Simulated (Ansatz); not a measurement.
# Two-dimensional strain map in HfS2

Theory: DFT PBE+D3(BJ), scalar-relativistic, plane waves, PAW (Ansatz 0.2.0). Settings: plane waves to 420 eV, k-mesh 12×12×6 (Γ-centred), Gaussian smearing 0.05 eV. Spin–orbit coupling is left out, which can shift energies with elements as heavy as these. No spin polarisation. Energies are free energies at this smearing, counted from the undisturbed cell; pressure is positive in compression.

The undisturbed cell (as given, not relaxed at this level; it stands at -0.5 GPa):

```yaml
crystal:
  lattice:
    - [3.63966, 0.00000, 0.00000]
    - [-1.81983, 3.15204, 0.00000]
    - [0.00000, 0.00000, 6.05556]
  atoms:
    - { symbol: Hf, position: [0.00000, 0.00000, 0.00000] }
    - { symbol: S, position: [0.66667, 0.33333, 0.76395] }
    - { symbol: S, position: [0.33333, 0.66667, 0.23605] }
```

The cell is strained by p along both x and y and by q along z, fractional coordinates fixed. Points are written (p, q).

Energy above the undisturbed cell in meV/atom (a dash: not computed):

| p \ q | -0.080 | -0.040 | 0.000 | 0.040 | 0.080 |
| --- | --- | --- | --- | --- | --- |
| -0.080 | 479.7 | 337.4 | 237.6 | 177.4 | 153.4 |
| -0.040 | 187.9 | 100.9 | 49.3 | 30.2 | 41.3 |
| 0.000 | 57.1 | 14.0 | 0.0 | ? | 50.7 |
| 0.040 | 52.0 | 43.1 | ? | 95.4 | ? |
| 0.080 | 144.0 | 161.3 | 198.3 | 253.5 | ? |

**Question.** Fill in the withheld energies.

**Answer.** (0.000, 0.040): 12.9; (0.040, 0.000): 58.2; (0.040, 0.080): 153.2; (0.080, 0.080): 325.6.

Cost: 25 runs of about 3 core-minutes in all, on AMD EPYC 7R43 (Zen 3) (shared hosts).